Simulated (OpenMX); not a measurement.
Br:

```xyz
4
Lattice="3.3632 -2.3226 0.0000 3.3632 2.3226 0.0000 0.0000 0.0000 8.7023" Properties=species:S:1:pos:R:3 pbc="T T T"
Br    3.3632    0.6266    3.3948
Br    3.3632    1.6959    7.7459
Br    3.3632   -0.6266    5.3075
Br    3.3632   -1.6959    0.9564
```

- Program: OpenMX 3.8.5
- Task: single point
- Functional: PBE
- Potentials or basis: OpenMX 2013 PBE set, Br7.0-s3p2d2, grid cutoff 300 Ry
- k mesh: 7 × 7 × 3
- Occupations: fermi-dirac, width 0.05 eV
- Spin: no spin polarisation

On this cell: pressure 2.1 GPa; largest force 1.534 eV/Å; band gap on the k mesh 1.82 eV, indirect (least direct gap 1.84 eV).

The same run follows on a disturbed copy (atoms moved at random, drawn with an rms of 0.05 Å):

```
CELL_PARAMETERS angstrom
3.36325 -2.32255 0.00000
3.36325 2.32255 0.00000
0.00000 0.00000 8.70230
ATOMIC_POSITIONS crystal
Br 0.36210 0.64457 0.38555
Br 0.13829 0.86548 0.88671
Br 0.62662 0.35413 0.61351
Br 0.86227 0.12977 0.10185
```

Problem. What does the disturbed cell give?

Solution. The energy moves by -2.7 meV/atom; pressure 1.7 GPa; largest force 2.139 eV/Å; band gap on the k mesh 1.60 eV, indirect (least direct gap 1.65 eV).

Forces in eV/Å, atoms in the order of the input:
```
Br  -0.050  0.195 -0.413
Br  -0.020 -1.085 -1.812
Br   0.062 -0.188  0.379
Br   0.009  1.080  1.847
```

Caveats: an odd mesh through Γ misses points on the zone boundary, where band edges often lie; the basis of atomic orbitals isn't converged, which shifts pressures, moduli and gaps; forces of over 1 eV/Å show positions far from the minimum, so gaps and moduli don't describe the material at rest (some runs).
